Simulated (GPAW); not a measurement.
The system is Mg.

```
Mg
1.0
     0.00000    2.24426    2.24426
     2.24426    0.00000    2.24426
     2.24426    2.24426    0.00000
Mg
1
Direct
  0.00000 0.00000 0.00000
```

This isn't the form of Mg at room conditions, which is hcp.

```yaml
Program: GPAW 26.7.0
Task: single point
Functional: PBE
Potentials_or_basis: GPAW PAW data sets (gpaw-data 1.2.1)
Cutoff: 800 eV
Basis: pw
k_mesh: 10 × 10 × 10
Occupations: fermi-dirac, width 0.05 eV
Spin: no spin polarisation
```

On this cell: pressure 0.7 GPa; band gap on the k mesh none (metal or under the smearing width).

The same run follows on a disturbed copy (cell strained at random at fixed volume):

```
CELL_PARAMETERS angstrom
0.02074 2.21365 2.27413
2.26756 0.04128 2.25359
2.30140 2.22695 0.00745
ATOMIC_POSITIONS crystal
Mg 0.00172 0.00720 0.98951
```

What does the disturbed cell give?

The energy (extrapolated to zero smearing) moves by +1.1 meV/atom; pressure 0.7 GPa; band gap on the k mesh none (metal or under the smearing width).

Stress tensor (GPa, compression positive):
```
 0.62 -0.71  0.12
-0.71  0.94 -0.42
 0.12 -0.42  0.67
```
